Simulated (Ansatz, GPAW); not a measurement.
This is a calculation of SnSe for Ansatz 0.2.0. Measurements of this composition are mostly on another form, of space group No. 62.

Contents of input.yaml:

```yaml
crystal:
  lattice:
    - [0.0, 3.01, 3.01]
    - [3.01, 0.0, 3.01]
    - [3.01, 3.01, 0.0]
  atoms:
    - { symbol: Sn, position: [0.0, 0.0, 0.0] }
    - { symbol: Se, position: [0.5, 0.5, 0.5] }
hamiltonian:
  xc: pbesol
  pseudopotentials: { kind: paw }
kpoints:
  mp_grid: { grid: [8, 8, 8] }
scf:
  occupations: { method: gaussian, width: 0.1 }
output:
  forces: true
  stress: true
  eigenvalues: true
```

Potentials or basis: Ansatz PAW.

Run with:

```console
$ ansatz run input.yaml --threads 2 --pin off --max-ram 5632MiB --backend cpu --events-out ev --progress --plain --runs-dir out
```

Question: Translate it to GPAW 26.7.0 (ASE script). Potentials or basis there: PAW data sets generated for this functional, cutoff 600 eV.

Answer: As run (cutoffs and basis follow the program's own potentials, and thresholds, step limits or extra output files can differ):

The input run.py:

```python
from ase.dft.bandgap import bandgap
from ase.io import read, write
from ase.units import GPa
from gpaw import GPAW, PW, setup_paths

setup_paths.insert(0, '.')

atoms = read('SnSe.xyz')

calc = GPAW(mode=PW(600),
            xc='PBEsol',
            kpts={'size': (8, 8, 8), 'gamma': True},
            occupations={'name': 'methfessel-paxton', 'order': 0, 'width': 0.1},
            nbands=19,
            convergence={'density': 1e-05, 'energy': 1e-05},
            maxiter=150,
            txt='gpaw.txt')
atoms.calc = calc
energy = atoms.get_potential_energy()
forces = atoms.get_forces()
stress = atoms.get_stress()
calc.write('gs.gpw')
write('result.traj', atoms)
print(f'Energy: {energy:.6f} eV')
print('Forces (eV/A):')
print(forces.round(4))
print('Stress (GPa):', (stress / GPa).round(3))
print('Fermi level:', round(calc.get_fermi_level(), 4), 'eV')
print(f'Gap: {bandgap(calc)[0]:.4f} eV, direct: {bandgap(calc, direct=True)[0]:.4f} eV')
```

SnSe.xyz

```xyz
2
Lattice="0.0000000000 3.0100000000 3.0100000000 3.0100000000 0.0000000000 3.0100000000 3.0100000000 3.0100000000 0.0000000000" Properties=species:S:1:pos:R:3 pbc="T T T"
Sn     0.0000000000      0.0000000000      0.0000000000
Se     3.0100000000      3.0100000000      3.0100000000
```

Potentials or basis: PAW data sets generated in the run's folder for this functional, pw.

Launch:

```console
$ gpaw-setup -f PBEsol Se Sn
$ OMP_NUM_THREADS=1 python run.py
```

Both were run:

|  | Ansatz | GPAW |
| --- | --- | --- |
| Pressure | -1.9 GPa | -2.1 GPa |

Ansatz's pressure holds a Pulay term of +0.03 GPa for its cutoff of 420 eV, which the other run lacks.

The potentials hold 30 and 20 valence electrons a cell.

Ansatz's potentials were made for PBE.

Where Ansatz's input types no cutoff or centring, it takes its own default and a Γ-centred mesh.

Pressure is positive in compression.
